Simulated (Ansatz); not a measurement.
**Ge started in the second kind of void in diamond Ge, 17 atoms, charge 0**

Wanted: the effect of changed settings on energy, forces, pressure and convergence.

Method: density functional theory in Ansatz 0.2.0, PAW datasets, plane waves.

1 further run of the same task is left out (it didn't finish).

### Step 1. Starting point

17 atoms (17 Ge); a = 11.351 Å, b = 5.676 Å, c = 5.676 Å, α = 90.00°, β = 90.00°, γ = 90.00°. All atoms were shaken off their sites by about 0.04 Å along each axis. Defect site 1: (0.625, 0.875, 0.250).

Structure file:

```
CELL_PARAMETERS angstrom
11.35118 0.00000 0.00000
0.00000 5.67559 0.00000
0.00000 0.00000 5.67559
ATOMIC_POSITIONS crystal
Ge 0.99910 0.00864 0.00319
Ge 0.50273 0.99404 0.99596
Ge 0.12129 0.24623 0.25033
Ge 0.63190 0.24782 0.26214
Ge 0.25298 0.49325 0.00014
Ge 0.75021 0.50765 0.99636
Ge 0.37127 0.74981 0.26028
Ge 0.87268 0.74213 0.26302
Ge 0.25524 0.99315 0.49594
Ge 0.74964 0.99349 0.49801
Ge 0.37352 0.24557 0.75600
Ge 0.87534 0.25018 0.74206
Ge 0.00459 0.49623 0.50021
Ge 0.50020 0.49332 0.50499
Ge 0.12539 0.74511 0.74441
Ge 0.62226 0.75486 0.75709
Ge 0.62031 0.87294 0.23775
```

### Step 2. PBEsol single point

Input file in.yaml:

```yaml
crystal:
  lattice:
    - [11.351184, 0.000000, 0.000000]
    - [0.000000, 5.675592, 0.000000]
    - [0.000000, 0.000000, 5.675592]
  atoms:
    - { symbol: Ge, position: [0.999099, 0.008637, 0.003191] }
    - { symbol: Ge, position: [0.502729, 0.994043, 0.995964] }
    - { symbol: Ge, position: [0.121289, 0.246229, 0.250328] }
    - { symbol: Ge, position: [0.631896, 0.247816, 0.262143] }
    - { symbol: Ge, position: [0.252982, 0.493252, 0.000136] }
    - { symbol: Ge, position: [0.750205, 0.507650, 0.996365] }
    - { symbol: Ge, position: [0.371272, 0.749807, 0.260277] }
    - { symbol: Ge, position: [0.872679, 0.742131, 0.263019] }
    - { symbol: Ge, position: [0.255240, 0.993149, 0.495935] }
    - { symbol: Ge, position: [0.749639, 0.993488, 0.498014] }
    - { symbol: Ge, position: [0.373521, 0.245574, 0.756004] }
    - { symbol: Ge, position: [0.875338, 0.250182, 0.742062] }
    - { symbol: Ge, position: [0.004593, 0.496226, 0.500210] }
    - { symbol: Ge, position: [0.500198, 0.493321, 0.504989] }
    - { symbol: Ge, position: [0.125388, 0.745114, 0.744413] }
    - { symbol: Ge, position: [0.622258, 0.754864, 0.757093] }
    - { symbol: Ge, position: [0.620313, 0.872945, 0.237755] }
kpoints:
  mp_grid: { grid: [2, 2, 2], shift: [0.5, 0.5, 0.5] }
hamiltonian:
  xc: pbesol
scf:
  occupations: { method: fermi_dirac, width: 0.01 }
output:
  forces: true
  eigenvalues: true
  stress: true
  populations: true
```

Launch:

```sh
$ ansatz run in.yaml --threads 7 --pin off --max-ram 13300MiB --runs-dir r --events-out ev --progress --plain
```

### Step 3. Run again with k points 2×2×1

in.yaml: that of step 2 with these lines changed.

```diff
@@ -24,3 +24,3 @@
 kpoints:
-  mp_grid: { grid: [2, 2, 2], shift: [0.5, 0.5, 0.5] }
+  mp_grid: { grid: [2, 2, 1] }
 hamiltonian:
@@ -29,2 +29,3 @@
   occupations: { method: fermi_dirac, width: 0.01 }
+  max_iter: 90
 output:
@@ -33,2 +34 @@
   stress: true
-  populations: true
```

### Step 4. Variant: 60 extra bands

in.yaml: that of step 3 with these lines changed.

```diff
@@ -24,3 +24,3 @@
 kpoints:
-  mp_grid: { grid: [2, 2, 1] }
+  mp_grid: { grid: [2, 2, 2], shift: [0.5, 0.5, 0.5] }
 hamiltonian:
@@ -29,3 +29,4 @@
   occupations: { method: fermi_dirac, width: 0.01 }
-  max_iter: 90
+  max_iter: 80
+  n_extra_bands: 60
 output:
```

### Step 5. Variant: density cutoff ratio 1

in.yaml: that of step 4 with these lines changed.

```diff
@@ -25,2 +25,3 @@
   mp_grid: { grid: [2, 2, 2], shift: [0.5, 0.5, 0.5] }
+basis: { ecutrho_ratio: 1 }
 hamiltonian:
@@ -29,4 +30,3 @@
   occupations: { method: fermi_dirac, width: 0.01 }
-  max_iter: 80
-  n_extra_bands: 60
+  max_iter: 60
 output:
```

### Step 6. Run again with dispersion D3(BJ), density cutoff ratio 8

in.yaml: that of step 5 with these lines changed.

```diff
@@ -25,5 +25,6 @@
   mp_grid: { grid: [2, 2, 2], shift: [0.5, 0.5, 0.5] }
-basis: { ecutrho_ratio: 1 }
+basis: { ecutrho_ratio: 8 }
 hamiltonian:
   xc: pbesol
+  dispersion: d3bj
 scf:
```

### Step 7. Run again with charge changed by -1, density cutoff ratio 6

in.yaml: that of step 6 with these lines changed.

```diff
@@ -25,9 +25,9 @@
   mp_grid: { grid: [2, 2, 2], shift: [0.5, 0.5, 0.5] }
-basis: { ecutrho_ratio: 8 }
+basis: { ecutrho_ratio: 6 }
 hamiltonian:
   xc: pbesol
-  dispersion: d3bj
+total_charge: -1
 scf:
   occupations: { method: fermi_dirac, width: 0.01 }
-  max_iter: 60
+  max_iter: 50
 output:
```

Before running it: what results should come out? Wanted: for each run, settings; status; energy from base; forces from base.

**Answer**, as computed:

| settings | status | cycles | time | energy from base (meV/atom) | forces from base (eV/Å rms) | filled to empty level on the mesh (eV) |
| --- | --- | --- | --- | --- | --- | --- |
| base | converged | 15 | 7.4 s (7 CPU threads) | 0 | 0 | none |
| k points 2×2×1 | converged | 12 | 2.5 s (7 CPU threads) | -92.4 | 0.146 | - |
| 60 extra bands | converged | 15 | 7 s (7 CPU threads) | 0.0 | 0.000 | - |
| density cutoff ratio 1 | converged, settings too loose | 16 | 5.9 s (7 CPU threads) | -2532.2 | 0.515 | - |
| dispersion D3(BJ), density cutoff ratio 8 | converged | 16 | 6.3 s (7 CPU threads) | - | 0.005 | - |
| charge changed by -1, density cutoff ratio 6 | converged | 10 | 4.8 s (7 CPU threads) | - | 0.092 | - |

The base run shows no spacing between filled and empty levels on this coarse mesh with displaced atoms and smearing, so occupations can shift between runs, and part of each change may come from that and not from the setting itself.

Among these variants the forces move most with density cutoff ratio 1 (0.515 eV/Å rms) and least with 60 extra bands (0.000).
